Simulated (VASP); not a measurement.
# AlN (P6_3mc) in VASP: Born charges and dielectric tensor with PBE

Aim: the Born charges and dielectric tensor of AlN with PBE.

Program: VASP 6.6.1. These are calculated values, not measurements. Logs are shortened: lines on timing, memory, paths and dates and some standing lists are left out, and cuts for length are marked.

**Measured values to compare with.**

From “Self-assembly of well-separated AlN nanowires directly on sputtered metallic TiN films”, 2019, arxiv:1910.07391, for a bulk crystal of AlN at 10 K: band gap 6.034 eV (an exciton energy, a little under the gap).

The results are compared with them further down.

## Step 1: The structure

Symmetry: P6_3mc, No. 186, hexagonal system. The conventional cell has a = 3.128 Å, b = 3.128 Å, c = 5.014 Å, α = 90.00°, β = 90.00°, γ = 120.00°. Around Al (site symmetry 3m) lie 4 N at 1.90 to 1.91 Å. N (site symmetry 3m) has 4 Al at 1.90 to 1.91 Å as nearest neighbours.

## Step 2: Born charges and dielectric tensor, PBE

The input, INCAR:

```
SYSTEM = AlN
PREC = Accurate
ENCUT = 900
EDIFF = 1E-8
ISMEAR = 0
SIGMA = 0.02
LREAL = .FALSE.
LASPH = .TRUE.
NELM = 80
ALGO = Normal
ISIF = 2
LWAVE = .FALSE.
LCHARG = .FALSE.
GGA = PE
LEPSILON = .TRUE.
IBRION = 8
NSW = 1
KPAR = 4
```

The input, KPOINTS:

```
regular mesh
0
G
  12 12 6
  0 0 0
```

The input, POSCAR:

```
AlN                                     
1.0
    3.1277167847      0.0000000000      0.0000000000
   -1.5638583923      2.7086821894      0.0000000000
    0.0000000000      0.0000000000      5.0142576361
  Al              N             
     2     2
Direct
     0.3333333300000021    0.6666666699999979    0.9992324204283666
     0.6666666699999979    0.3333333300000021    0.4992324204283665
     0.3333333300000021    0.6666666699999979    0.3807675795716361
     0.6666666699999979    0.3333333300000021    0.8807675795716360
```

Potentials or basis: VASP PAW PBE potentials, release 64 (Al, N_h).

Command:

```console
$ cat potpaw_PBE.64/Al/POTCAR potpaw_PBE.64/N_h/POTCAR > POTCAR
$ mpirun -np 4 vasp_std > vasp.out
```

OUTCAR:

```text
SYSTEM = AlN
   PREC = Accurate
   ENCUT = 900
   EDIFF = 1E-8
   ISMEAR = 0
   LREAL = .FALSE.
   LASPH = .TRUE.
   NELM = 80
   ISIF = 2
   GGA = PE
   LEPSILON = .TRUE.
   IBRION = 8
   NSW = 1

 ion  position               nearest neighbor table
   1  0.333  0.667  0.999-   4 1.90   4 1.90   4 1.90   3 1.91   2 3.09   2 3.09   2 3.09   2 3.09
                             2 3.09   2 3.09
   2  0.667  0.333  0.499-   3 1.90   3 1.90   3 1.90   4 1.91   1 3.09   1 3.09   1 3.09   1 3.09
                             1 3.09   1 3.09
   3  0.333  0.667  0.381-   2 1.90   2 1.90   2 1.90   1 1.91
   4  0.667  0.333  0.881-   1 1.90   1 1.90   1 1.90   2 1.91

  LATTYP: Found a hexagonal cell.
 ALAT       =     3.1277167847
 C/A-ratio  =     1.6031686950

  Lattice vectors:

 A1 = (   3.1277167847,   0.0000000000,   0.0000000000)
 A2 = (  -1.5638583923,   2.7086821894,   0.0000000000)
 A3 = (   0.0000000000,   0.0000000000,   5.0142576361)

Analysis of symmetry for initial positions (statically):
=====================================================================
 Subroutine PRICEL returns:
 Original cell was already a primitive cell.

 Routine SETGRP: Setting up the symmetry group for a
 hexagonal supercell.

 Subroutine GETGRP returns: Found 12 space group operations
 (whereof  6 operations were pure point group operations)
 out of a pool of 24 trial point group operations.

The static configuration has the point symmetry C_3v.
 The point group associated with its full space group is C_6v.

Analysis of symmetry for dynamics (positions and initial velocities):
=====================================================================
 Subroutine PRICEL returns:
 Original cell was already a primitive cell.

 Routine SETGRP: Setting up the symmetry group for a
 hexagonal supercell.

 Subroutine GETGRP returns: Found 12 space group operations
 (whereof  6 operations were pure point group operations)
 out of a pool of 24 trial point group operations.

The dynamic configuration has the point symmetry C_3v.
 The point group associated with its full space group is C_6v.

 Subroutine INISYM returns: Found 12 space group operations
 (whereof  6 operations are pure point group operations),
 and found     1 'primitive' translations

----------------------------------------------------------------------------------------

                                     Primitive cell

  volume of cell :      42.4807

  direct lattice vectors                    reciprocal lattice vectors
     3.127716785  0.000000000  0.000000000     0.319722043  0.184591608  0.000000000
    -1.563858392  2.708682189  0.000000000     0.000000000  0.369183215  0.000000000
     0.000000000  0.000000000  5.014257636     0.000000000  0.000000000  0.199431316

  length of vectors
     3.127716785  3.127716783  5.014257636     0.369183215  0.369183215  0.199431316

  position of ions in fractional coordinates (direct lattice)
     0.333333330  0.666666670  0.999232420
     0.666666670  0.333333330  0.499232420
     0.333333330  0.666666670  0.380767580
     0.666666670  0.333333330  0.880767580

  ion indices of the primitive-cell ions
   primitive index   ion index
                 1           1
                 2           2
                 3           3
                 4           4

----------------------------------------------------------------------------------------

 KPOINTS: regular mesh

Automatic generation of k-mesh.
 Grid dimensions read from file:
[... 519 lines left out ...]
  ---------------------------------------------------
  free energy    TOTEN  =        -0.44974033 eV

  energy without entropy =       -0.44974033

------------------------ aborting loop because EDIFF is reached ----------------------------------------

--------------------------------------- Ionic step        2  -------------------------------------------

------------------------ aborting loop because EDIFF is reached ----------------------------------------

--------------------------------------- Ionic step        3  -------------------------------------------

------------------------ aborting loop because EDIFF is reached ----------------------------------------

 PIEZOELECTRIC TENSOR FIELD DIRECTION 3  (e Angst)
 -----------------------------------------------------------------------------
     0.71229  0.00000 -0.00000           (  0.00124  0.00000  0.00000)
     0.00000  0.71229  0.00000           (  0.00000  0.00124  0.00000)
     0.00000 -0.00000 -1.11717           (  0.00000  0.00000 -0.00102)

 PIEZOELECTRIC TENSOR FIELD DIRECTION 3  (C/m^2)
 -----------------------------------------------------------------------------
     0.26864  0.00000 -0.00000
     0.00000  0.26864  0.00000
     0.00000 -0.00000 -0.42135

[... ionic steps 4 to 9 ...]

--------------------------------------- Ionic step       10  -------------------------------------------

------------------------ aborting loop because EDIFF is reached ----------------------------------------

[... ionic steps 11 to 11 ...]

--------------------------------------- Ionic step       12  -------------------------------------------

 Free energy of the ion-electron system (eV)
  ---------------------------------------------------
  ---------------------------------------------------
  free energy    TOTEN  =        -0.43852302 eV

  energy without entropy =       -0.43852302

------------------------ aborting loop because EDIFF is reached ----------------------------------------

 INTERNAL STRAIN TENSOR  FOR ION    3  DIRECTION 3   (eV/Angst):
 -----------------------------------------------------------------------------
     5.10665  0.00000  0.00000
     0.00000  5.10665 -0.00000
    -0.00000 -0.00000-11.28291

 MACROSCOPIC STATIC DIELECTRIC TENSOR (including local field effects in DFT)
 ------------------------------------------------------
           4.470473     0.000000     0.000000
           0.000000     4.470473     0.000000
           0.000000     0.000000     4.693641
 ------------------------------------------------------

 PIEZOELECTRIC TENSOR (including local field effects)  for field in x, y, z        (e  Angst)
          XX          YY          ZZ          XY          YZ          ZX
  --------------------------------------------------------------------------------
  x     0.00000     0.00000     0.00000     0.00000     0.00000     0.90015
  y     0.00000    -0.00000     0.00000     0.00000     0.90015     0.00000
  z     0.71229     0.71229    -1.11717     0.00000     0.00000     0.00000

 PIEZOELECTRIC TENSOR (including local field effects)  for field in x, y, z        (C/m^2)
          XX          YY          ZZ          XY          YZ          ZX
  --------------------------------------------------------------------------------
  x     0.00000     0.00000     0.00000     0.00000     0.00000     0.33950
  y     0.00000    -0.00000     0.00000     0.00000     0.33950     0.00000
  z     0.26864     0.26864    -0.42135     0.00000     0.00000     0.00000

 BORN EFFECTIVE CHARGES (including local field effects) (in |e|, cummulative output)
 ---------------------------------------------------------------------------------
 ion    1
    1     2.51728     0.00000     0.00000
    2     0.00000     2.51728    -0.00000
    3    -0.00000     0.00000     2.67749
 ion    2
    1     2.51728     0.00000     0.00000
    2     0.00000     2.51728     0.00000
    3     0.00000     0.00000     2.67749
 ion    3
    1    -2.51728    -0.00000     0.00000
    2    -0.00000    -2.51728     0.00000
    3     0.00000     0.00000    -2.67749
 ion    4
    1    -2.51728    -0.00000     0.00000
    2    -0.00000    -2.51728     0.00000
    3    -0.00000    -0.00000    -2.67749

 INTERNAL STRAIN TENSOR FOR ION    4 for displacements in x,y,z  (eV/Angst):
          X           Y           Z          XY          YZ          ZX
  --------------------------------------------------------------------------------
  x     0.00000    -0.00000     0.00000     9.89009     0.00000     4.89503
  y     9.89009    -9.89009    -0.00000    -0.00000     4.94228     0.00000
  z     5.10665     5.10665   -11.28291     0.00000     0.00000     0.00000

 SECOND DERIVATIVES (NOT SYMMETRIZED)
 ------------------------------------
               1X          1Y          1Z          2X          2Y          2Z          3X          3Y          3Z          4X          4Y          4Z
  1X   -15.025856   -0.000000    0.000000    0.639065    0.000000    0.000000    1.484728    0.000000    0.000000   12.902063    0.000000   -0.000000
  1Y    -0.000000  -15.025856    0.000000    0.000000    0.639065   -0.000000    0.000000    1.484728    0.000000    0.000000   12.902063   -0.000000
  1Z     0.000000   -0.000000  -20.307467    0.000000   -0.000000    8.231733    0.000000    0.000000    5.984309   -0.000000    0.000000    6.091424
  2X     0.639065    0.000000   -0.000000  -15.025856   -0.000000    0.000000   12.902063    0.000000    0.000000    1.484728    0.000000   -0.000000
  2Y     0.000000    0.639065   -0.000000   -0.000000  -15.025856    0.000000    0.000000   12.902063    0.000000    0.000000    1.484728    0.000000
  2Z     0.000000    0.000000    8.231733   -0.000000    0.000000  -20.307467   -0.000000   -0.000000    6.091424    0.000000    0.000000    5.984309
  3X     1.484262    0.000000    0.000000   12.901480    0.000000    0.000000  -15.091105   -0.000000   -0.000000    0.705364    0.000000    0.000000
  3Y     0.000000    1.484262    0.000000    0.000000   12.901480    0.000000   -0.000000  -15.091105    0.000000    0.000000    0.705364    0.000000
  3Z     0.000000    0.000000    5.970959    0.000000   -0.000000    6.105242   -0.000000    0.000000  -18.972291   -0.000000    0.000000    6.896090
  4X    12.901480    0.000000   -0.000000    1.484262    0.000000   -0.000000    0.705364    0.000000   -0.000000  -15.091105   -0.000000   -0.000000
  4Y     0.000000   12.901480   -0.000000    0.000000    1.484262    0.000000    0.000000    0.705364   -0.000000   -0.000000  -15.091105    0.000000
  4Z    -0.000000    0.000000    6.105242   -0.000000   -0.000000    5.970959    0.000000   -0.000000    6.896090    0.000000    0.000000  -18.972291

 Eigenvectors and eigenvalues of the dynamical matrix
 ----------------------------------------------------

   1 f  =   21.250129 THz   133.518496 2PiTHz  708.827992 cm-1    87.883431 meV
             X         Y         Z           dx          dy          dz
     -0.000000  1.805788  5.010409     0.000000   -0.000000   -0.005559
      1.563858  0.902894  2.503280     0.000000   -0.000000    0.005559
     -0.000000  1.805788  1.909267    -0.000000    0.000000   -0.707085
      1.563858  0.902894  4.416396    -0.000000    0.000000    0.707085
[... 71 lines left out ...]
  12 f/i=    0.000338 THz     0.002122 2PiTHz    0.011264 cm-1     0.001397 meV
             X         Y         Z           dx          dy          dz
     -0.000000  1.805788  5.010409    -0.572592    0.036218   -0.000000
      1.563858  0.902894  2.503280    -0.572592    0.036218   -0.000000
     -0.000000  1.805788  1.909267    -0.412488    0.026091   -0.000000
      1.563858  0.902894  4.416396    -0.412488    0.026091   -0.000000

--------------------------------------------------------------------------------------------------------

 MACROSCOPIC STATIC DIELECTRIC TENSOR IONIC CONTRIBUTION
 ------------------------------------------------------
           3.752494     0.000000     0.000000
           0.000000     3.752494    -0.000000
           0.000000    -0.000000     5.057524
 ------------------------------------------------------

 ELASTIC MODULI CONTR FROM IONIC RELAXATION (kBar)
 Direction    XX          YY          ZZ          XY          YZ          ZX
 --------------------------------------------------------------------------------
 XX        -634.9712    308.4342    360.6893     -0.0000      0.0000      0.0000
 YY         308.4342   -634.9712    360.6893     -0.0000     -0.0000     -0.0000
 ZZ         360.6893    360.6893   -796.8272      0.0000     -0.0000      0.0000
 XY          -0.0000     -0.0000      0.0000   -471.7027      0.0000      0.0000
 YZ           0.0000     -0.0000     -0.0000      0.0000   -115.9435     -0.0000
 ZX           0.0000     -0.0000      0.0000      0.0000     -0.0000   -123.1992
 --------------------------------------------------------------------------------

 PIEZOELECTRIC TENSOR IONIC CONTR  for field in x, y, z        (C/m^2)
          XX          YY          ZZ          XY          YZ          ZX
  --------------------------------------------------------------------------------
  x     0.00000    -0.00000     0.00000     0.00000    -0.00000    -0.63979
  y     0.00000    -0.00000    -0.00000     0.00000    -0.62066    -0.00000
  z    -0.85505    -0.85505     1.88896    -0.00000     0.00000    -0.00000
```

Wall time 8.9 min (4 MPI ranks of Intel Xeon Platinum 8488C (Sapphire Rapids), shared host); peak memory 1.2 GiB.

What came out:

```yaml
Band_gap_on_the_k_mesh: 4.07 eV, direct
Electronic_dielectric_tensor_diagonal: 4.47, 4.47, 4.69
Born_charges_mean_of_the_diagonal: Al +2.57; N -2.57 e
Highest_phonon_frequency_at_Γ_LO-TO_splitting_left_out: 709 cm⁻¹
```

Levels at points of the mesh, in eV from the valence-band top:
| k point | band 4 | band 5 | band 6 | band 7 | band 8 | band 9 | band 10 | band 11 | band 12 |
| --- | --- | --- | --- | --- | --- | --- | --- | --- | --- |
| (0.00, 0.00, 0.00) | -0.85 | -0.85 | -0.20 | -0.20 | 0.00 | 4.07 | 6.53 | 10.48 | 11.04 |
| (0.50, 0.00, 0.00) | -4.13 | -3.30 | -2.06 | -1.75 | -0.68 | 5.77 | 5.77 | 8.04 | 10.16 |
| (0.00, 0.00, 0.50) | -3.30 | -0.53 | -0.53 | -0.53 | -0.53 | 6.33 | 6.33 | 10.19 | 10.19 |
| (0.50, 0.00, 0.50) | -5.53 | -1.44 | -1.44 | -1.35 | -1.35 | 5.25 | 5.25 | 9.16 | 9.16 |

Phonon frequencies in cm⁻¹ (negative: imaginary):
| q point | frequencies |
| --- | --- |
| (0.000, 0.000, 0.000) | 0 0 0 237 237 536 597 639 639 651 651 709 |

Electronic dielectric tensor:
```
4.47 0.00 0.00
0.00 4.47 0.00
0.00 0.00 4.69
```

Born effective charge tensors (e):
atom 1, Al
```
2.52 0.00 0.00
0.00 2.52 0.00
0.00 0.00 2.68
```
atom 2, Al
```
2.52 0.00 0.00
0.00 2.52 0.00
0.00 0.00 2.68
```
atom 3, N
```
-2.52  0.00  0.00
 0.00 -2.52  0.00
 0.00  0.00 -2.68
```
atom 4, N
```
-2.52  0.00  0.00
 0.00 -2.52  0.00
 0.00  0.00 -2.68
```

## Step 3: How close it comes

Step 2. Against the measured gap of AlN, 6.034 eV (an exciton energy, a little under the gap; 10 K; quoted in “Self-assembly of well-separated AlN nanowires directly on sputtered metallic TiN films”, 2019, arxiv:1910.07391), the calculated 4.07 eV is off by -1.97 eV. 2 values of this kind are on record (6.034 to 6.0343 eV); this one was drawn at random. The value is that of PBE on a finite k mesh, which can miss the band edges, without temperature or zero-point motion. Semilocal functionals fall short of measured gaps as a rule.
